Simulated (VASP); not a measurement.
# SnO (P4/nmm) in VASP: a series of runs

Aim: see how the results for SnO move with the level of theory and the settings. Levels: PBE+D3(BJ), PBE. Tasks: relaxation of cell and atoms, single point.

All numbers are computed with VASP 6.6.1; they aren't measurements. Logs are shortened: lines on timing, memory, paths and dates and some standing lists are left out, and cuts for length are marked.

## (1) The crystal as given

The structure is tetragonal, space group P4/nmm (No. 129). Conventional cell: a = 3.802 Å, b = 3.802 Å, c = 4.836 Å, α = 90.00°, β = 90.00°, γ = 90.00°. Around Sn (site symmetry 4mm) lie 4 O at 2.22 Å. O (site symmetry -4m2) has 4 Sn at 2.22 Å as nearest neighbours.

## (2) Relaxation of cell and atoms, PBE+D3(BJ)

INCAR reads:

```
SYSTEM = SnO
PREC = Accurate ; ENCUT = 520
EDIFF = 1E-6 ; ISMEAR = 0
SIGMA = 0.02 ; LREAL = .FALSE.
LASPH = .TRUE. ; NELM = 80
ALGO = Normal ; ISIF = 3
LWAVE = .FALSE. ; LCHARG = .FALSE.
GGA = PE ; IVDW = 12
IBRION = 2 ; NSW = 40
EDIFFG = -0.003
```

KPOINTS reads:

```
regular mesh
0
G
  8 8 6
  0 0 0
```

POSCAR reads:

```
SnO
1.0
    3.8020000000      0.0000000000      0.0000000000
    0.0000000000      3.8020000000      0.0000000000
    0.0000000000      0.0000000000      4.8360000000
Sn O
2 2
Direct
    0.0000000000      0.5000000000      0.2385000000
    0.5000000000      0.0000000000      0.7615000000
    0.0000000000      0.0000000000      0.0000000000
    0.5000000000      0.5000000000      0.0000000000
```

Potentials or basis: VASP PAW PBE potentials, release 64 (Sn_d, O).

Run with:

```console
cat potpaw_PBE.64/Sn_d/POTCAR potpaw_PBE.64/O/POTCAR > POTCAR
mpirun -np 1 vasp_std > vasp.out
```

OUTCAR:

```text
SYSTEM = SnO
   PREC = Accurate
   ENCUT = 520
   EDIFF = 1E-6
   ISMEAR = 0
   LREAL = .FALSE.
   LASPH = .TRUE.
   NELM = 80
   ISIF = 3
   GGA = PE
   IVDW = 12
   IBRION = 2
   NSW = 40
   EDIFFG = -0.003
 IVDW          = 12

 ion  position               nearest neighbor table
   1  0.000  0.500  0.239-   3 2.22   4 2.22   3 2.22   4 2.22   2 3.54   2 3.54   2 3.54   2 3.54
                             2 3.69   2 3.69   2 3.69   2 3.69
   2  0.500  0.000  0.761-   3 2.22   4 2.22   4 2.22   3 2.22   1 3.54   1 3.54   1 3.54   1 3.54
                             1 3.69   1 3.69   1 3.69   1 3.69
   3  0.000  0.000  0.000-   1 2.22   2 2.22   1 2.22   2 2.22
   4  0.500  0.500  0.000-   1 2.22   2 2.22   2 2.22   1 2.22

  LATTYP: Found a simple tetragonal cell.
 ALAT       =     3.8020000000
 C/A-ratio  =     1.2719621252

  Lattice vectors:

 A1 = (   3.8020000000,   0.0000000000,   0.0000000000)
 A2 = (   0.0000000000,   3.8020000000,   0.0000000000)
 A3 = (   0.0000000000,   0.0000000000,   4.8360000000)

Analysis of symmetry for initial positions (statically):
=====================================================================
 Subroutine PRICEL returns:
 Original cell was already a primitive cell.

 Routine SETGRP: Setting up the symmetry group for a
 simple tetragonal supercell.

 Subroutine GETGRP returns: Found 16 space group operations
 (whereof  8 operations were pure point group operations)
 out of a pool of 16 trial point group operations.

The static configuration has the point symmetry D_2d.
 The point group associated with its full space group is D_4h.

Analysis of symmetry for dynamics (positions and initial velocities):
=====================================================================
 Subroutine PRICEL returns:
 Original cell was already a primitive cell.

 Routine SETGRP: Setting up the symmetry group for a
 simple tetragonal supercell.

 Subroutine GETGRP returns: Found 16 space group operations
 (whereof  8 operations were pure point group operations)
 out of a pool of 16 trial point group operations.

The dynamic configuration has the point symmetry D_2d.
 The point group associated with its full space group is D_4h.

 Subroutine INISYM returns: Found 16 space group operations
 (whereof  8 operations are pure point group operations),
 and found     1 'primitive' translations

----------------------------------------------------------------------------------------

                                     Primitive cell

  volume of cell :      69.9054

  direct lattice vectors                    reciprocal lattice vectors
     3.802000000  0.000000000  0.000000000     0.263019463  0.000000000  0.000000000
     0.000000000  3.802000000  0.000000000     0.000000000  0.263019463  0.000000000
     0.000000000  0.000000000  4.836000000     0.000000000  0.000000000  0.206782465

  length of vectors
     3.802000000  3.802000000  4.836000000     0.263019463  0.263019463  0.206782465

  position of ions in fractional coordinates (direct lattice)
     0.000000000  0.500000000  0.238500000
     0.500000000  0.000000000  0.761500000
     0.000000000  0.000000000  0.000000000
     0.500000000  0.500000000  0.000000000

  ion indices of the primitive-cell ions
   primitive index   ion index
                 1           1
                 2           2
                 3           3
                 4           4

----------------------------------------------------------------------------------------

 KPOINTS: regular mesh

Automatic generation of k-mesh.
 Grid dimensions read from file:
 generate k-points for:    8    8    6

 Generating k-lattice:

  Cartesian coordinates                     Fractional coordinates (reciprocal lattice)
     0.032877433  0.000000000  0.000000000     0.125000000  0.000000000  0.000000000
     0.000000000  0.032877433  0.000000000     0.000000000  0.125000000  0.000000000
     0.000000000  0.000000000  0.034463744     0.000000000  0.000000000  0.166666667

  Length of vectors
     0.032877433  0.032877433  0.034463744

  Shift w.r.t. Gamma in fractional coordinates (k-lattice)
     0.000000000  0.000000000  0.000000000

 Subroutine IBZKPT returns following result:
 ===========================================

 Found     60 irreducible k-points:

 Following reciprocal coordinates:
            Coordinates               Weight
  0.000000  0.000000  0.000000      1.000000
  0.125000  0.000000  0.000000      4.000000
  0.250000  0.000000  0.000000      4.000000
  0.375000  0.000000  0.000000      4.000000
  0.500000  0.000000  0.000000      2.000000
  0.125000  0.125000  0.000000      4.000000
[... 16 lines left out ...]
  0.375000  0.125000  0.166667     16.000000
  0.500000  0.125000  0.166667      8.000000
 [... further k-points ...]
   k-points           NKPTS =     60   k-points in BZ     NKDIM =     60   number of bands    NBANDS=     24
   number of dos      NEDOS =    301   number of ions     NIONS =      4
   total plane-waves  NPLWV =  28224
   dimension x,y,z NGX =    28 NGY =   28 NGZ =   36
   dimension x,y,z NGXF=    56 NGYF=   56 NGZF=   72
   ions per type =               2   2
   NGX,Y,Z   is equivalent  to a cutoff of  12.24, 12.24, 12.38 a.u.
   NGXF,Y,Z  is equivalent  to a cutoff of  24.49, 24.49, 24.75 a.u.
 SYSTEM =  SnO
   PREC   = accura    normal or accurate (medium, high low for compatibility)
   ISTART =      0    job   : 0-new  1-cont  2-samecut
   ICHARG =      2    charge: 1-file 2-atom 10-const
   ISPIN  =      1    spin polarized calculation?
   LNONCOLLINEAR =      F non collinear calculations
   LSORBIT =      F    spin-orbit coupling
   LASPH  =      T    aspherical Exc in radial PAW
   ENCUT  =  520.0 eV  38.22 Ry    6.18 a.u.   7.07  7.07  8.99*2*pi/ulx,y,z
   NELM   =     80;   NELMIN=  2; NELMDL= -5     # of ELM steps
   EDIFF  = 0.1E-05   stopping-criterion for ELM
   LREAL  =      F    real-space projection
   EDIFFG = -.3E-02   stopping-criterion for IOM
   NSW    =     40    number of steps for IOM
   IBRION =      2    ionic relax: 0-MD 1-quasi-New 2-CG
   NFREE  =      1    steps in history (QN), initial steepest desc. (CG)
   ISIF   =      3    stress and relaxation
   ISYM   =      2    0-nonsym 1-usesym 2-fastsym
   POTIM  = 0.5000    time-step for ionic-motion
   TEBEG  =    0.0;   TEEND  =   0.0 temperature during run
   PSTRESS=    0.0 pullay stress
   NELECT =      40.0000    total number of electrons
   NUPDOWN=      -1.0000    fix difference up-down
   EMIN   =  10.00;   EMAX   =-10.00  energy-range for DOS
   EFERMI =   0.00;   METHOD = LEGACY
   ISMEAR =     0;   SIGMA  =   0.02  broadening in eV -4-tet -1-fermi 0-gaus
   EFERMI_NEDOS =   21; number of points for ismear=-14 and -15
   IALGO  =     38    algorithm
   IMIX   =      4    mixing-type and parameters
     AMIX     =   0.40;   BMIX     =  1.00
     AMIX_MAG =   1.60;   BMIX_MAG =  1.00
  volume/ion in A,a.u.               =      17.48       117.94
  Fermi-wavevector in a.u.,A,eV,Ry     =   1.359121  2.568365 25.132801  1.847209
  Thomas-Fermi vector in A             =   2.485896
   LORBIT       =      0    0 simple, 1 ext, 2 COOP (PROOUT), +10 PAW based schemes
   GGA     = PE    functional components
   LHFCALC =     F    Hartree Fock is set to
   AEXX    =    0.0000 exact exchange contribution
   IVDW    =    12    specifies the selected vdW correction
   LEPSILON=     F    determine dielectric tensor
   LRPA    =     F    only Hartree local field effects (RPA)
 conjugate gradient relaxation of ions
 non-spin polarized calculation
 Gauss-broadening in eV      SIGMA  =   0.02
  energy-cutoff  :      520.00
  volume of cell :       69.91
 maximum number of plane-waves:      1904
   NGX = 15   NGY = 15   NGZ = 17

--------------------------------------- Ionic step        1  -------------------------------------------

 number of electron      39.9999990 magnetization

 Free energy of the ion-electron system (eV)
  ---------------------------------------------------
  ext. energy  EPLUGINS =         0.00000000
  ---------------------------------------------------
  free energy    TOTEN  =       -22.66952073 eV

  energy without entropy =      -22.66946007  energy(sigma->0) =      -22.66949040

------------------------ aborting loop because EDIFF is reached ----------------------------------------

 Edisp (eV)   -0.94090

 E8    (eV) :    -0.4081

  FORCE on cell =-STRESS in cart. coord.  units (eV):
  Direction    XX          YY          ZZ          XY          YZ          ZX
  --------------------------------------------------------------------------------------
  -------------------------------------------------------------------------------------
  Total       1.17366     1.17366     0.64402     0.00000     0.00000     0.00000
  in kB      26.89941    26.89941    14.76046     0.00000     0.00000     0.00000
  external pressure =       22.85 kB  Pullay stress =        0.00 kB
[... 103 lines left out ...]
  FREE ENERGIE OF THE ION-ELECTRON SYSTEM (eV)
  ---------------------------------------------------
  free  energy   TOTEN  =       -23.6245354630 eV

  energy  without entropy=      -23.6244986305  energy(sigma->0) =      -23.62451705

[... ionic steps 4 to 17 ...]

--------------------------------------- Ionic step       18  -------------------------------------------

 number of electron      39.9999988 magnetization

------------------------ aborting loop because EDIFF is reached ----------------------------------------

 Edisp (eV)   -0.94428

 E8    (eV) :    -0.4097
[... 73 lines left out ...]
  energy  without entropy=      -23.6287430393  energy(sigma->0) =      -23.62880733

--------------------------------------- Ionic step       20  -------------------------------------------

 number of electron      39.9999988 magnetization

 Free energy of the ion-electron system (eV)
  ---------------------------------------------------
  ext. energy  EPLUGINS =         0.00000000
  ---------------------------------------------------
  free energy    TOTEN  =       -22.68473826 eV

  energy without entropy =      -22.68460970  energy(sigma->0) =      -22.68467398

 E-fermi :   7.1357     XC(G=0): -10.3090

 val. band max:        7.1287035399   @ k =   0.1250   0.0000   0.0000
 cond. band min:       7.1452555601   @ k =   0.0000   0.0000   0.0000
 fundamental gap:      0.0165520202
 Fermi energy:         7.1356694210

 k-point     1 :       0.0000    0.0000    0.0000
  band No.  band energies     occupation
      1     -14.7827      2.00000
      2     -14.3978      2.00000
      3     -14.3978      2.00000
      4     -14.3874      2.00000
      5     -14.3587      2.00000
      6     -14.3504      2.00000
[... 637 lines left out ...]
     23      12.1188      0.00000
     24      12.1188      0.00000

 [... further k-points ...]

------------------------ aborting loop because EDIFF is reached ----------------------------------------

 Edisp (eV)   -0.94413

 E8    (eV) :    -0.4097

  FORCE on cell =-STRESS in cart. coord.  units (eV):
  Direction    XX          YY          ZZ          XY          YZ          ZX
  --------------------------------------------------------------------------------------
  -------------------------------------------------------------------------------------
  Total      -0.00887    -0.00887     0.01137     0.00000     0.00000     0.00000
  in kB      -0.20381    -0.20381     0.26114     0.00000     0.00000     0.00000
  external pressure =       -0.05 kB  Pullay stress =        0.00 kB
[... 19 lines left out ...]
  FREE ENERGIE OF THE ION-ELECTRON SYSTEM (eV)
  ---------------------------------------------------
  free  energy   TOTEN  =       -23.6288717000 eV

  energy  without entropy=      -23.6287431444  energy(sigma->0) =      -23.62880742

 reached required accuracy - stopping structural energy minimisation
```

Wall time 5.3 min (1 thread of Intel Xeon 6975P-C (Granite Rapids), shared host); peak memory 0.24 GiB.

What came out:

* Free energy: -23.6289 eV
* Relaxed volume: 17.43 Å³/atom
* Relaxed cell: a = 3.836 Å, b = 3.836 Å, c = 4.740 Å, α = 90.00°, β = 90.00°, γ = 90.00°
* Space group after relaxing (to 0.05 Å): P4/nmm (No. 129)
* Energy gained by relaxing: 4.6 meV/atom
* Ionic steps: 20
* Pressure after relaxing: 0.0 GPa
* Band gap on the k mesh: none (metal or under the smearing width)
* Dispersion energy per atom: -0.236 eV

The path:
```csv
step,energy change (eV),largest force (eV/Å),pressure (GPa),volume (Å³)
1,0.0000,0.4459,2.29,69.91
2,-0.0004,0.4032,-2.32,72.46
3,-0.0141,0.0065,-0.15,71.17
4,-0.0141,0.0156,-0.05,71.14
5,-0.0152,0.0349,-0.09,71.08
6,-0.0162,0.0685,-0.12,70.98
7,-0.0155,0.1345,-0.15,70.76
8,-0.0164,0.0902,-0.13,70.91
9,-0.0173,0.0413,-0.19,70.68
10,-0.0178,0.0075,-0.29,70.41
11,-0.0179,0.0265,-0.38,70.28
12,-0.0184,0.0333,0.04,69.76
13,-0.0184,0.0316,0.06,69.76
14,-0.0184,0.0109,0.07,69.66
15,-0.0184,0.0101,0.07,69.65
16,-0.0184,0.0044,-0.02,69.73
17,-0.0185,0.0012,0.02,69.71
18,-0.0185,0.0034,0.00,69.72
19,-0.0185,0.0018,-0.04,69.73
20,-0.0185,0.0008,0.00,69.73
```

Final structure:
```
Sn O
1.0
     3.83554    0.00000    0.00000
     0.00000    3.83554    0.00000
     0.00000    0.00000    4.74010
Sn O
2 2
Direct
  0.00000 0.50000 0.24546
  0.50000 0.00000 0.75454
  0.00000 0.00000 0.00000
  0.50000 0.50000 0.00000
```

Caveat: pairwise dispersion overbinds metals, which lowers pressure and volume.

## (3) Single point, PBE

INCAR reads:

```
ALGO     = Normal         # electronic algorithm
EDIFF    = 1E-7           # SCF threshold, eV
ENCUT    = 520            # plane-wave cutoff, eV
GGA      = PE             # functional
ISIF     = 2              # what is computed and relaxed
ISMEAR   = 0              # smearing method
LASPH    = True           # aspherical terms in the spheres
LCHARG   = False          # write CHGCAR
LREAL    = False          # projectors in reciprocal space
LWAVE    = False          # write WAVECAR
NELM     = 60             # most SCF steps
PREC     = Accurate       # precision mode
SIGMA    = 0.02           # smearing width, eV
```

KPOINTS reads:

```
k-points
0
Gamma
  8 8 6
```

POSCAR is that of step 2.

Potentials or basis: VASP PAW PBE potentials, release 64 (Sn_d, O).

Run with:

```console
cat potpaw_PBE.64/Sn_d/POTCAR potpaw_PBE.64/O/POTCAR > POTCAR
mpirun -np 1 vasp_std > vasp.out
```

Run time: 75 s. Hardware: 1 thread of Intel Xeon Platinum 8375C at 2.90GHz (Ice Lake), shared host; peak memory 0.22 GiB.

It converged, with:

```
Free energy            : -22.6695 eV
Pressure               : 4.4 GPa
Largest force          : 0.432 eV/Å
Band gap on the k mesh : 0.03 eV, indirect (least direct gap 1.95 eV)
```

Forces on the atoms (eV/Å):
```
Sn   0.000  0.000  0.432
Sn   0.000  0.000 -0.432
O    0.000  0.000  0.000
O    0.000  0.000  0.000
```

Stress tensor (GPa, compression positive):
```
4.85 0.00 0.00
0.00 4.85 0.00
0.00 0.00 3.63
```

Levels at points of the mesh, in eV from the valence-band top:
```tsv
k point	band 17	band 18	band 19	band 20	band 21	band 22	band 23	band 24
(0.00, 0.00, 0.00)	-3.53	-3.22	-3.22	0.00	2.10	4.37	4.64	4.64
(0.50, 0.00, 0.00)	-4.90	-4.90	-2.76	-2.76	3.17	3.17	5.89	5.89
(0.50, 0.50, 0.00)	-2.55	-2.55	-1.93	-1.93	0.03	0.03	4.44	4.44
(0.00, 0.00, 0.50)	-3.23	-3.23	-3.13	-2.28	1.69	2.92	2.92	3.67
(0.50, 0.00, 0.50)	-4.86	-4.86	-1.79	-1.79	2.56	2.56	5.40	5.40
(0.50, 0.50, 0.50)	-2.72	-2.72	-2.56	-2.56	2.30	2.30	4.03	4.03
```

Caveat: spin-orbit coupling is left out, which moves the levels of the heavy elements. A k mesh can miss the band edges.
